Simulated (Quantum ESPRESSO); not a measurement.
# Hf (Im-3m) in Quantum ESPRESSO: further runs

One crystal, Hf, is run at these levels: LDA; tasks: single point, equation of state.

Program: Quantum ESPRESSO 7.5. These are calculated values, not measurements. Logs are shortened: lines on timing, memory, paths and dates and some standing lists are left out, and cuts for length are marked.

## Step 1: Starting point

It takes space group Im-3m (No. 229, cubic). Conventional cell: a = 3.610 Å, b = 3.610 Å, c = 3.610 Å, α = 90.00°, β = 90.00°, γ = 90.00°. Around Hf (site symmetry m-3m) lie 8 Hf at 3.13 Å.

This isn't the form of Hf at room conditions, which is hcp.

## Step 2: Single point, LDA, 22.11 Å³/atom

Contents of pw.in:

```
&CONTROL
  calculation = 'scf'
  prefix = 'pwscf'
  outdir = './tmp'
  pseudo_dir = './pseudo'
  tprnfor = .true.
  tstress = .true.
  disk_io = 'nowf'
/
&SYSTEM
  ibrav = 0
  nat = 1
  ntyp = 1
  ecutwfc = 58
  nbnd = 12
  occupations = 'smearing'
  smearing = 'fd'
  degauss = 0.00367493
/
&ELECTRONS
  conv_thr = 2d-10
  electron_maxstep = 120
  mixing_beta = 0.5
/
ATOMIC_SPECIES
Hf   178.4900 Hf.upf
CELL_PARAMETERS angstrom
  -1.7681529262    1.7681529262    1.7681529262
   1.7681529262   -1.7681529262    1.7681529262
   1.7681529262    1.7681529262   -1.7681529262
ATOMIC_POSITIONS crystal
Hf     0.0000000000    0.0000000000    0.0000000000
K_POINTS automatic
10 10 10 0 0 0
```

Potentials or basis: PseudoDojo 0.4.1 SR LDA standard.

Started as:

```bash
$ OMP_NUM_THREADS=1 pw.x -in pw.in > pw.out
```

pw.out:

```text
This program is part of the open-source Quantum ESPRESSO suite
     for quantum simulation of materials; please cite
[... 9 lines left out ...]
     --------------------
     sticks:   dense  smooth     PW     G-vecs:    dense   smooth      PW
     Sum         579     579    217                 8853     8853    1985

     Using Slab Decomposition

     bravais-lattice index     =            0
     lattice parameter (alat)  =       5.7873  a.u.
     unit-cell volume          =     149.2162 (a.u.)^3
     number of atoms/cell      =            1
     number of atomic types    =            1
     number of electrons       =        12.00
     number of Kohn-Sham states=           12
     kinetic-energy cutoff     =      58.0000  Ry
     charge density cutoff     =     232.0000  Ry
     scf convergence threshold =      2.0E-10
     mixing beta               =       0.5000
     number of iterations used =            8  plain     mixing
     Exchange-correlation= SLA  PW   NOGX NOGC
                           (   1   4   0   0   0   0   0)

     celldm(1)=   5.787344  celldm(2)=   0.000000  celldm(3)=   0.000000
     celldm(4)=   0.000000  celldm(5)=   0.000000  celldm(6)=   0.000000

     crystal axes: (cart. coord. in units of alat)
               a(1) = (  -0.577350   0.577350   0.577350 )
               a(2) = (   0.577350  -0.577350   0.577350 )
               a(3) = (   0.577350   0.577350  -0.577350 )

     reciprocal axes: (cart. coord. in units 2 pi/alat)
               b(1) = ( -0.000000  0.866025  0.866025 )
               b(2) = (  0.866025 -0.000000  0.866025 )
               b(3) = (  0.866025  0.866025  0.000000 )

     PseudoPot. # 1 for Hf read from file:
     Hf.upf
     Pseudo is Norm-conserving + core correction, Zval = 12.0
     Generated using ONCVPSP code by D. R. Hamann
     Using radial grid of 1618 points,  8 beta functions with:
                l(1) =   0
                l(2) =   0
                l(3) =   1
                l(4) =   1
                l(5) =   2
                l(6) =   2
                l(7) =   3
                l(8) =   3

     atomic species   valence    mass     pseudopotential
     Hf               12.00   178.49000     Hf( 1.00)

     48 Sym. Ops., with inversion, found

   Cartesian axes

     site n.     atom                  positions (alat units)
         1        Hf     tau(   1) = (   0.0000000   0.0000000   0.0000000  )

     number of k points=    47  Fermi-Dirac smearing, width (Ry)=  0.0037
                       cart. coord. in units 2pi/alat
        k(    1) = (   0.0000000   0.0000000   0.0000000), wk =   0.0020000
        k(    2) = (   0.0866025   0.0866025   0.0000000), wk =   0.0240000
        k(    3) = (   0.1732051   0.1732051   0.0000000), wk =   0.0240000
        k(    4) = (   0.2598076   0.2598076   0.0000000), wk =   0.0240000
        k(    5) = (   0.3464102   0.3464102   0.0000000), wk =   0.0240000
        k(    6) = (  -0.4330127  -0.4330127   0.0000000), wk =   0.0120000
[... 39 lines left out ...]
        k(   46) = (  -0.8660254  -0.0866025  -0.0866025), wk =   0.0240000
        k(   47) = (  -0.8660254  -0.8660254  -0.8660254), wk =   0.0020000

     Dense  grid:     8853 G-vectors     FFT dimensions: (  30,  30,  30)

     Initial potential from superposition of free atoms

     starting charge      11.9985, renormalised to      12.0000
     Starting wfcs are   10 randomized atomic wfcs +    2 random wfcs

     Self-consistent Calculation

     iteration #  1     ecut=    58.00 Ry     beta= 0.50
     Davidson diagonalization with overlap
     ethr =  1.00E-02,  avg # of iterations =  4.2

     Threshold (ethr) on eigenvalues was too large:
     Diagonalizing with lowered threshold

     Davidson diagonalization with overlap
     ethr =  1.08E-04,  avg # of iterations =  3.1

     total energy              =    -112.87888295 Ry
     estimated scf accuracy    <       0.01403456 Ry

     iteration #  2     ecut=    58.00 Ry     beta= 0.50
     Davidson diagonalization with overlap
     ethr =  1.17E-04,  avg # of iterations =  1.5

     total energy              =    -112.87975479 Ry
     estimated scf accuracy    <       0.00111965 Ry

     iteration #  3     ecut=    58.00 Ry     beta= 0.50
     Davidson diagonalization with overlap
     ethr =  9.33E-06,  avg # of iterations =  2.6

     total energy              =    -112.87989385 Ry
     estimated scf accuracy    <       0.00005330 Ry
[... 12 lines left out ...]
     total energy              =    -112.87989822 Ry
     estimated scf accuracy    <       0.00000067 Ry

     iteration #  6     ecut=    58.00 Ry     beta= 0.50
     Davidson diagonalization with overlap
     ethr =  5.61E-09,  avg # of iterations =  2.0

     total energy              =    -112.87989836 Ry
     estimated scf accuracy    <          7.7E-10 Ry

     iteration #  7     ecut=    58.00 Ry     beta= 0.50
     Davidson diagonalization with overlap
     ethr =  6.39E-12,  avg # of iterations =  3.0

     End of self-consistent calculation

          k = 0.0000 0.0000 0.0000 (  1061 PWs)   bands (ev):

   -47.3824 -15.6149 -15.6149 -15.6149   7.0634  15.5763  15.5763  15.5763
    18.4068  18.4068  27.4880  27.4880

          k = 0.0866 0.0866 0.0000 (  1097 PWs)   bands (ev):

   -47.3756 -15.7027 -15.6423 -15.6153   7.4351  15.3259  15.4661  15.9473
    18.0477  18.4085  27.8155  28.1533

          k = 0.1732 0.1732 0.0000 (  1099 PWs)   bands (ev):

   -47.3576 -15.9265 -15.7134 -15.6162   8.4425  14.7460  14.9656  17.0260
    17.7946  18.4753  28.0797  29.5490

          k = 0.2598 0.2598 0.0000 (  1110 PWs)   bands (ev):

   -47.3354 -16.1918 -15.7998 -15.6175   9.7046  14.1373  14.4548  18.0664
    18.6949  18.6992  26.8467  27.5106

          k = 0.3464 0.3464 0.0000 (  1110 PWs)   bands (ev):

   -47.3173 -16.3981 -15.8684 -15.6186  10.5201  13.7063  14.7692  18.3013
    19.0434  20.6418  25.2534  25.3555

          k =-0.4330-0.4330 0.0000 (  1108 PWs)   bands (ev):

   -47.3103 -16.4751 -15.8944 -15.6190  10.6968  13.5530  15.3271  18.2207
    19.2376  21.7701  24.3527  24.7314

          k = 0.1732 0.0866 0.0866 (  1100 PWs)   bands (ev):

   -47.3632 -15.8568 -15.6731 -15.6362   8.1311  14.9873  15.0490  16.7208
    17.6344  18.5759  28.3494  29.0632

          k = 0.2598 0.1732 0.0866 (  1105 PWs)   bands (ev):

   -47.3431 -16.0856 -15.7589 -15.6456   9.3208  14.3692  14.4854  17.6018
    18.1489  18.8425  27.6666  28.8672

          k = 0.3464 0.2598 0.0866 (  1103 PWs)   bands (ev):

   -47.3229 -16.3018 -15.8535 -15.6490  10.4730  13.8718  14.2795  17.9870
    19.0561  20.0047  25.7043  26.8487
[... 58 lines left out ...]
   -47.3078 -16.2995 -16.0027 -15.7725  12.2400  13.3753  14.0185  18.8466
    19.2650  21.7517  23.5071  26.2621

          k = 0.0000-0.0866 0.2598 (  1104 PWs)   bands (ev):

   -47.3514 -15.9273 -15.7425 -15.6845   8.7827  15.0450  15.0607  16.6698
    16.9021  19.1134  28.3511  29.6866

          k = 0.5196 0.3464 0.3464 (  1133 PWs)   bands (ev):

   -47.3052 -16.1621 -16.1621 -15.7992  12.6833  13.6772  13.6772  19.1754
    19.1754  20.6430  25.0461  25.0461

          k =-0.0000-0.1732 0.3464 (  1107 PWs)   bands (ev):

   -47.3296 -16.1797 -15.8302 -15.6826  10.0317  14.3277  14.4790  17.0822
    18.5657  19.2189  26.3857  28.7993

          k = 0.0866-0.0866 0.3464 (  1107 PWs)   bands (ev):

   -47.3322 -16.0961 -15.8269 -15.7285   9.9019  14.3605  14.9349  16.4812
    18.0138  19.3148  26.8214  30.1206

          k = 0.0000-0.2598 0.4330 (  1113 PWs)   bands (ev):

   -47.3119 -16.3772 -15.8999 -15.6802  10.8661  14.0693  14.3270  17.4921
    19.3833  20.5288  25.0605  26.7828

          k = 0.0866-0.1732 0.4330 (  1113 PWs)   bands (ev):

   -47.3129 -16.2771 -15.9270 -15.7358  11.0461  13.7202  14.6214  17.0060
    19.0174  20.0296  25.5700  28.6746
[... 23 lines left out ...]
   -47.3090 -16.2620 -15.9045 -15.9045  12.8963  13.3492  13.3492  19.2188
    19.2188  21.4317  23.7667  26.5506

          k = 0.4330 0.4330 0.3464 (  1126 PWs)   bands (ev):

   -47.3062 -16.1785 -16.0317 -15.9136  13.0993  13.3276  13.7991  19.2564
    19.3787  20.2449  24.7316  26.0450

          k = 0.0000 0.0000 0.3464 (  1108 PWs)   bands (ev):

   -47.3349 -15.9703 -15.8177 -15.8177   9.6964  15.0368  15.5650  15.5650
    16.9970  19.3886  27.3105  31.0688

          k =-0.0000-0.0866 0.4330 (  1104 PWs)   bands (ev):

   -47.3145 -16.1516 -15.9089 -15.8457  10.8536  13.9057  15.4146  16.1893
    18.3253  19.1439  26.5715  30.4669

          k = 0.0000-0.1732 0.5196 (  1122 PWs)   bands (ev):

   -47.2980 -16.3224 -15.9814 -15.8380  11.6801  13.4084  15.1170  16.4562
    19.5989  20.2573  25.4523  28.4029

          k = 0.0866-0.0866 0.5196 (  1116 PWs)   bands (ev):

   -47.2968 -16.2498 -16.0211 -15.8827  11.8107  13.1396  15.4167  16.7709
    18.6572  19.9854  26.1395  28.6743

          k =-0.8660-0.2598-0.2598 (  1124 PWs)   bands (ev):

   -47.2916 -16.3877 -16.0087 -15.8337  11.8338  13.5173  14.9988  16.1866
    20.7631  21.4592  23.8867  26.9441

          k =-0.7794-0.1732-0.2598 (  1122 PWs)   bands (ev):

   -47.2859 -16.3201 -16.1021 -15.8810  12.2846  12.9214  14.8778  17.1758
    19.5921  22.0166  23.9334  26.5319

          k =-0.6928-0.1732-0.1732 (  1129 PWs)   bands (ev):

   -47.2812 -16.2406 -16.2406 -15.8834  12.6811  12.6811  14.3670  18.8244
    18.8244  22.5763  24.4359  24.4359

          k =-0.0000-0.0000 0.5196 (  1120 PWs)   bands (ev):

   -47.2958 -16.1526 -16.0043 -16.0043  11.6960  13.1390  16.4406  16.4406
    18.5539  18.6213  27.6140  29.0838

          k = 0.0000-0.0866 0.6062 (  1125 PWs)   bands (ev):

   -47.2807 -16.2549 -16.0800 -16.0257  12.1309  12.5207  16.7007  16.7251
    19.4464  20.0019  25.8540  26.8417

          k =-0.8660-0.1732-0.1732 (  1130 PWs)   bands (ev):

   -47.2749 -16.3081 -16.1086 -16.0185  12.1013  12.4546  16.5522  16.6848
    21.1977  21.3159  23.4412  25.4298

          k =-0.7794-0.0866-0.1732 (  1112 PWs)   bands (ev):

   -47.2707 -16.2608 -16.1811 -16.0431  12.1166  12.1369  16.3844  18.4593
    19.6875  21.9355  23.7357  24.8088

          k = 0.0000 0.0000 0.6928 (  1112 PWs)   bands (ev):

   -47.2666 -16.2141 -16.1582 -16.1582  11.9100  11.9174  18.3163  18.3163
    19.6084  20.1628  24.8990  24.8990

          k =-0.8660-0.0866-0.0866 (  1108 PWs)   bands (ev):

   -47.2613 -16.2428 -16.1878 -16.1633  11.7084  11.7466  18.6461  18.8176
    20.9961  21.4609  22.7853  23.4925

          k =-0.8660-0.8660-0.8660 (  1144 PWs)   bands (ev):

   -47.2561 -16.2176 -16.2176 -16.2176  11.4996  11.4996  20.9213  20.9213
    20.9213  21.4666  21.4666  21.4666

     the Fermi energy is    14.1260 ev

!    total energy              =    -112.87989836 Ry
     estimated scf accuracy    <          7.5E-11 Ry
     smearing contrib. (-TS)   =      -0.00099432 Ry
     internal energy E=F+TS    =    -112.87890404 Ry

     The total energy is F=E-TS. E is the sum of the following terms:
     one-electron contribution =     -20.28429304 Ry
     hartree contribution      =      14.07996861 Ry
     xc contribution           =     -28.25514242 Ry
     ewald contribution        =     -78.41943719 Ry

     convergence has been achieved in   7 iterations

     Forces acting on atoms (cartesian axes, Ry/au):

     atom    1 type  1   force =     0.00000000    0.00000000    0.00000000

     Total force =     0.000000     Total SCF correction =     0.000000

     Computing stress (Cartesian axis) and pressure

          total   stress  (Ry/bohr**3)                   (kbar)     P=      -88.63
  -0.00060247  -0.00000000  -0.00000000          -88.63       -0.00       -0.00
  -0.00000000  -0.00060247  -0.00000000           -0.00      -88.63       -0.00
  -0.00000000  -0.00000000  -0.00060247           -0.00       -0.00      -88.63

=------------------------------------------------------------------------------=
   JOB DONE.
=------------------------------------------------------------------------------=
```

Wall time 8.6 s (1 thread of Arm Neoverse V1, shared host); peak memory 0.05 GiB.

Results:

- Free energy: -1535.8093 eV
- Pressure: -8.9 GPa
- Band gap on the k mesh: none (metal or under the smearing width)

## Step 3: Single point, LDA, 22.58 Å³/atom

Edit pw.in of step 2 so:

```diff
@@ -27,5 +27,5 @@
 CELL_PARAMETERS angstrom
-  -1.7681529262    1.7681529262    1.7681529262
-   1.7681529262   -1.7681529262    1.7681529262
-   1.7681529262    1.7681529262   -1.7681529262
+  -1.7806051177    1.7806051177    1.7806051177
+   1.7806051177   -1.7806051177    1.7806051177
+   1.7806051177    1.7806051177   -1.7806051177
 ATOMIC_POSITIONS crystal
```

Potentials or basis: PseudoDojo 0.4.1 SR LDA standard.

Started as:

```bash
$ OMP_NUM_THREADS=1 pw.x -in pw.in > pw.out
```

Run time: 8.6 s. Hardware: 1 thread of Arm Neoverse V1, shared host; peak memory 0.05 GiB.

It converged, with:

| Quantity | Value |
| --- | --- |
| Free energy | -1535.7808 eV |
| Pressure | -10.6 GPa |
| Band gap on the k mesh | none (metal or under the smearing width) |

## Step 4: Single point, LDA, 23.05 Å³/atom

Edit pw.in of step 3 so:

```diff
@@ -27,5 +27,5 @@
 CELL_PARAMETERS angstrom
-  -1.7806051177    1.7806051177    1.7806051177
-   1.7806051177   -1.7806051177    1.7806051177
-   1.7806051177    1.7806051177   -1.7806051177
+  -1.7928855410    1.7928855410    1.7928855410
+   1.7928855410   -1.7928855410    1.7928855410
+   1.7928855410    1.7928855410   -1.7928855410
 ATOMIC_POSITIONS crystal
```

Started as:

```bash
$ OMP_NUM_THREADS=1 pw.x -in pw.in > pw.out
```

Run time: 8.7 s. Hardware: 1 thread of Arm Neoverse V1, shared host; peak memory 0.05 GiB.

It converged, with:

```
Free energy            : -1535.7475 eV
Pressure               : -12.1 GPa
Band gap on the k mesh : none (metal or under the smearing width)
```

## Step 5: Single point, LDA, 23.52 Å³/atom

Edit pw.in of step 4 so:

```diff
@@ -27,5 +27,5 @@
 CELL_PARAMETERS angstrom
-  -1.7928855410    1.7928855410    1.7928855410
-   1.7928855410   -1.7928855410    1.7928855410
-   1.7928855410    1.7928855410   -1.7928855410
+  -1.8050000000    1.8050000000    1.8050000000
+   1.8050000000   -1.8050000000    1.8050000000
+   1.8050000000    1.8050000000   -1.8050000000
 ATOMIC_POSITIONS crystal
```

Started as:

```bash
$ OMP_NUM_THREADS=1 pw.x -in pw.in > pw.out
```

Run time: 8.8 s. Hardware: 1 thread of Arm Neoverse V1, shared host; peak memory 0.05 GiB.

It converged, with:

- Free energy: -1535.7100 eV
- Pressure: -13.5 GPa
- Band gap on the k mesh: none (metal or under the smearing width)

## Step 6: Single point, LDA, 23.99 Å³/atom

Edit pw.in of step 5 so:

```diff
@@ -27,5 +27,5 @@
 CELL_PARAMETERS angstrom
-  -1.8050000000    1.8050000000    1.8050000000
-   1.8050000000   -1.8050000000    1.8050000000
-   1.8050000000    1.8050000000   -1.8050000000
+  -1.8169539908    1.8169539908    1.8169539908
+   1.8169539908   -1.8169539908    1.8169539908
+   1.8169539908    1.8169539908   -1.8169539908
 ATOMIC_POSITIONS crystal
```

Potentials or basis: PseudoDojo 0.4.1 SR LDA standard.

Started as:

```bash
$ OMP_NUM_THREADS=1 pw.x -in pw.in > pw.out
```

Run time: 9.7 s. Hardware: 1 thread of Arm Neoverse V1, shared host; peak memory 0.05 GiB.

The run converged. Its results:

```
Free energy            : -1535.6685 eV
Pressure               : -14.7 GPa
Band gap on the k mesh : none (metal or under the smearing width)
```

## Step 7: Single point, LDA, 24.46 Å³/atom

Edit pw.in of step 6 so:

```diff
@@ -27,5 +27,5 @@
 CELL_PARAMETERS angstrom
-  -1.8169539908    1.8169539908    1.8169539908
-   1.8169539908   -1.8169539908    1.8169539908
-   1.8169539908    1.8169539908   -1.8169539908
+  -1.8287527239    1.8287527239    1.8287527239
+   1.8287527239   -1.8287527239    1.8287527239
+   1.8287527239    1.8287527239   -1.8287527239
 ATOMIC_POSITIONS crystal
```

Started as:

```bash
$ OMP_NUM_THREADS=1 pw.x -in pw.in > pw.out
```

It took 9.7 s on 1 thread of Arm Neoverse V1, shared host; peak memory 0.05 GiB.

It converged, with:

* Free energy: -1535.6236 eV
* Pressure: -15.9 GPa
* Band gap on the k mesh: none (metal or under the smearing width)

## Step 8: Single point, LDA, 24.93 Å³/atom

Edit pw.in of step 7 so:

```diff
@@ -27,5 +27,5 @@
 CELL_PARAMETERS angstrom
-  -1.8287527239    1.8287527239    1.8287527239
-   1.8287527239   -1.8287527239    1.8287527239
-   1.8287527239    1.8287527239   -1.8287527239
+  -1.8404011445    1.8404011445    1.8404011445
+   1.8404011445   -1.8404011445    1.8404011445
+   1.8404011445    1.8404011445   -1.8404011445
 ATOMIC_POSITIONS crystal
```

Started as:

```bash
$ OMP_NUM_THREADS=1 pw.x -in pw.in > pw.out
```

Wall time 9.8 s (1 thread of Arm Neoverse V1, shared host); peak memory 0.05 GiB.

It converged, with:

| Property | Result |
| --- | --- |
| Free energy | -1535.5755 eV |
| Pressure | -16.9 GPa |
| Band gap on the k mesh | none (metal or under the smearing width) |

## Step 9: Equation of state, LDA

Potentials or basis: PseudoDojo 0.4.1 SR LDA standard.

No new run: the results of the series are fitted here.

Results:

```yaml
Equilibrium_volume: "20.23 Å³/atom (rough: see the caveat)"
Bulk_modulus: 116 GPa (rough)
```

Energy against volume, from the lowest point:
```tsv
volume (Å³/atom)	energy (meV/atom)
22.112	0.00
22.582	28.50
23.052	61.74
23.523	99.29
23.993	140.72
24.464	185.65
24.934	233.72
```

Caveat: the minimum lies outside the volumes run.
